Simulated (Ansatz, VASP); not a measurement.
NaI in VASP and in Ansatz

```
Na I
1.0
     0.00000    3.23640    3.23640
     3.23640    0.00000    3.23640
     3.23640    3.23640    0.00000
Na I
1 1
Direct
  0.00000 0.00000 0.00000
  0.48455 0.48455 0.51545
```

Change from the starting cell: all I atoms moved -0.100 Å, as atom 2 along Cartesian [0 0 1].

Alike in both runs: task single point; functional r2SCAN; k mesh 6 × 6 × 6; occupations gaussian, width 0.05 eV; no spin polarisation.

```csv
,VASP,Ansatz
version,VASP 6.6.1,Ansatz 0.2.0
potentials or method,"VASP PAW PBE potentials, release 64 (Na_pv, I)","scalar-relativistic, plane waves, PAW"
plane-wave cutoff (eV),520,500
valence electrons in the cell,14,26
```

|  | VASP | Ansatz | Ansatz less VASP |
| --- | --- | --- | --- |
| gap on the k mesh at the Fermi level (eV) | 4.44 | 4.43 | -0.009 |
| least direct gap on the mesh (eV) | 4.44 | 4.43 | -0.009 |
| pressure (GPa) | -0.1 | 0.0 | +0.09 |
| largest component of the traceless stress (GPa) | 0.13 | 0.13 | -0.002 |
| rms of the force components (eV/Å) | 0.056 | 0.056 | +0.0001 |

Atom by atom the forces differ by 0.000 eV/Å (rms over components). With one functional, cell and mesh, what is left measures potentials, basis and numerics. The two sets of potentials don't hold the same shells in valence.

Caveats: the PAW data sets were made with another functional, which shifts forces and pressure a little (VASP); spin-orbit coupling is left out, which moves the levels of the heavy elements.
